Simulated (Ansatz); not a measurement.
# VN: the cost of one run

Computed with Ansatz 0.2.0 (DFT PBE, scalar-relativistic, plane waves, PAW, unless a step's input says otherwise).

1 further run of the same task is left out (it didn't finish).

**1. The system as given**

It takes space group Fm-3m (No. 225, cubic). Conventional cell: a = 4.128 Å, b = 4.128 Å, c = 4.128 Å, α = 90.00°, β = 90.00°, γ = 90.00°. V (site symmetry m-3m) is surrounded by 6 N at 2.06 Å. Around N (site symmetry m-3m) lie 6 V at 2.06 Å.

As a file:

```cif
data_structure
_symmetry_space_group_name_H-M 'P 1'
_symmetry_Int_Tables_number 1
_cell_length_a 2.9189
_cell_length_b 2.9189
_cell_length_c 2.9189
_cell_angle_alpha 60.000
_cell_angle_beta 60.000
_cell_angle_gamma 60.000
_cell_volume 17.59
loop_
_atom_site_label
_atom_site_type_symbol
_atom_site_fract_x
_atom_site_fract_y
_atom_site_fract_z
_atom_site_occupancy
V1 V 0.00000 0.00000 0.00000 1
N1 N 0.50000 0.50000 0.50000 1
```

The start is a polymorph listed in a database, not an invented cell.

**2. Probe: one point on a coarse mesh**

input.yaml

```yaml
crystal:
  lattice:
    - [0.0, 2.06399989, 2.06399989]
    - [2.06399989, 0.0, 2.06399989]
    - [2.06399989, 2.06399989, 0.0]
  atoms:
    - { symbol: V, position: [0.0, 0.0, 0.0], spin: 2.0 }
    - { symbol: "N", position: [0.5, 0.5, 0.5] }
basis:
  ecutwfc: 420
kpoints:
  mp_grid: { grid: [8, 8, 8] }
hamiltonian:
  xc: pbe
scf:
  occupations: { method: gaussian, width: 0.1 }
  lower_state_search: "off"
output:
  forces: true
  stress: true
  eigenvalues: true
  populations: true
magnetization:
  spin_polarized: true
```

Launch:

```bash
$ ansatz run input.yaml --threads 1 --pin off --max-ram 2560MiB --backend cpu --events-out ev --progress --plain --runs-dir out
```

What time and memory should one allow on 1 thread of Intel Xeon Platinum 8259CL at 2.50GHz (Skylake/Cascade Lake), shared host?

About 4.5 s, with a peak of 0.33 GiB.
